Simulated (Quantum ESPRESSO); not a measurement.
## CoO in Quantum ESPRESSO: the effect of functional

Crystal: CoO.

```
CELL_PARAMETERS angstrom
2.57053 0.00000 0.00000
0.00000 2.57053 0.00000
0.00000 0.00000 2.57053
ATOMIC_POSITIONS crystal
Co 0.00000 0.00000 0.00000
O 0.50000 0.50000 0.50000
```

Measurements of this composition are mostly on another form, of space group No. 225.

Alike in all runs:

```yaml
Program: Quantum ESPRESSO 7.5
Task: phonons
Cutoff: 1306 eV
Density_cutoff: 5225 eV
k_mesh: 6 × 6 × 6, shifted
Occupations: fermi-dirac, width 0.05 eV
Spin: collinear spin, ferromagnetic start
Starting_moments: "[2.0, 0.0] μB"
```

Each run relaxes the cell or the atoms first.

Question: One run gave: relaxed volume 8.48 Å³/atom. Which functional did it use?
A. LDA
B. RPBE
C. PBEsol
D. PBE
E. revPBE

Answer: C.

| functional | potentials or basis | relaxed volume (Å³/atom) |
| --- | --- | --- |
| LDA | PseudoDojo 0.4.1 SR LDA standard | 8.17 |
| PBE | PseudoDojo 0.4.1 SR PBE standard | 8.90 |
| PBEsol | PseudoDojo 0.4.1 SR PBEsol standard | 8.48 |
| revPBE | PseudoDojo 0.4.1 SR PBE standard | 9.09 |
| RPBE | PseudoDojo 0.4.1 SR PBE standard | 9.17 |
| BLYP | PseudoDojo 0.4.1 SR PBE standard | 9.29 |

Caveats: all runs use coarse meshes; the mesh is thin for the phonons of a metal; a cell with one magnetic atom can't hold antiferromagnetic order, which such compounds often take; some modes are imaginary (some runs); the potentials were made for another functional, which shifts forces and pressure (some runs); before the sum rule the acoustic modes lie tens of cm⁻¹ from zero, a sign that the density grid also shifts the optical modes (some runs); the acoustic modes lie far from zero, so the frequencies are unreliable (some runs).

Not every run made on this cell is shown here.
